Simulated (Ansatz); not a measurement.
Clean, relaxed (001) surface of BN, space group R3m (No. 160) (top face towards +c; atoms held fixed, by place in the list: 1, 2):

```xyz
6
Lattice="2.5061 0.0000 0.0000 -1.2531 2.1704 0.0000 0.0000 0.0000 23.5927" Properties=species:S:1:pos:R:3 pbc="T T T"
B     1.2531    0.7235    8.5000
N     0.0000    1.4469    8.5029
B     0.0000    1.4469   11.8264
N     0.0000    0.0000   11.8275
B     0.0000    0.0000   15.1492
N     1.2531    0.7235   15.1511
```

All numbers below come from Ansatz, DFT PBE+D3(BJ), scalar-relativistic, plane waves, PAW. Cutoff 420 eV; k points 12×12×1 on the computed 6-atom cell (Γ-centred); Gaussian smearing, width 0.05 eV; no spin polarisation. A dipole correction removes the field between periodic images along c.

With the adsorbate the run is spin-polarised, so any moments that the slab's own atoms take up count into E_ads.

The adsorption energy is E(slab + adsorbate) − E(slab) − E(free adsorbate, spin-polarised where open-shell). Heights count from the highest slab atom after relaxation. Δp counts per cell along +c. With the adsorbate the cell is lengthened along c to keep the vacuum.

An adsorbate (one adsorbate per 5.4 Å²) relaxed from the hollow (N-B) at (0.33, 0.67) site binds with -2.94 eV, its anchoring atom 3.26 Å over the highest slab atom; the slab's dipole changes by -0.016 e·Å.

**Question.** Which adsorbate is it? It is a single non-metal or semimetal atom.

**Answer.** B (atom). Other answers can fit too; this one was computed.

Each end is the local minimum or symmetric point that its start leads to. The slab is only 6.6 Å thick, so the energies aren't converged with thickness.

An atom lies near a switch of its D3 coefficient C6 between reference coordination numbers, so the dispersion energy changes steeply there and can make or shift the minimum.

The reference crystal is a form of BN, which isn't its usual structure.